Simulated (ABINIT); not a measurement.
Here is an ABINIT 10.8.3 (patched build) calculation.

File run.abi:

```
# Datasets: ground state, then fixed potential
ndtset 2

# Pseudopotentials
pp_dirpath "./"
pseudos "Ge.GGA_PBE-JTH.xml"

# Structure
acell 3*1.0 Angstrom
rprim
     4.0504045371     0.0000000000     0.0000000000
    -2.0252022685     3.5077532247     0.0000000000
     0.0000000000     0.0000000000    10.9933590000
ntypat 1
znucl 32
natom 4
typat 1 1 1 1
xred
     0.6666666667     0.3333333333     0.4148480000
     0.3333333333     0.6666666667     0.9148480000
     0.0000000000     0.0000000000     0.4774520000
     0.0000000000     0.0000000000     0.9774520000

# Plane-wave basis
ecut 598.650497 eV
pawecutdg 44.0
pawxcdev 0

# Exchange and correlation
ixc -116133

# Bands and occupations
occopt 3
tsmear 0.00183747

# SCF cycle
nstep 100

# Output
iomode 3
prtwf 0
prteig 0
prtebands 0
prtden1 1

# Dataset 1
kptopt1 1
ngkpt1 8 8 3
nshiftk1 1
shiftk1 0.0 0.0 0.0
nband1 34
tolvrs1 1.0e-9

# Dataset 2: bands along G-M-K-G-A-L-H-A
iscf2 -2
getden2 1
nband2 40
nbdbuf2 4
tolwfr2 1.0e-11
kptopt2 -7
ndivsm2 5
prteig2 1
kptbounds2
     0.0000000000     0.0000000000     0.0000000000
     0.5000000000     0.0000000000     0.0000000000
     0.3333333333     0.3333333333     0.0000000000
     0.0000000000     0.0000000000     0.0000000000
     0.0000000000     0.0000000000     0.5000000000
     0.5000000000     0.0000000000     0.5000000000
     0.3333333333     0.3333333333     0.5000000000
     0.0000000000     0.0000000000     0.5000000000
```

Potentials or basis: JTH PAW PBE v2.0.

The run is started by

```bash
$ abinit run.abi > log 2>&1
```

(1) What does it give for the largest force?

(2) What does it give for the pressure?

(3) What does it give for the band gap along the path?

Answers

(1) 0.163 eV/Å.

(2) -1.9 GPa.

(3) none (metal or under the smearing width).

Caveat: the PAW data sets were made with another functional, which shifts forces and pressure a little; the atomic spheres overlap.
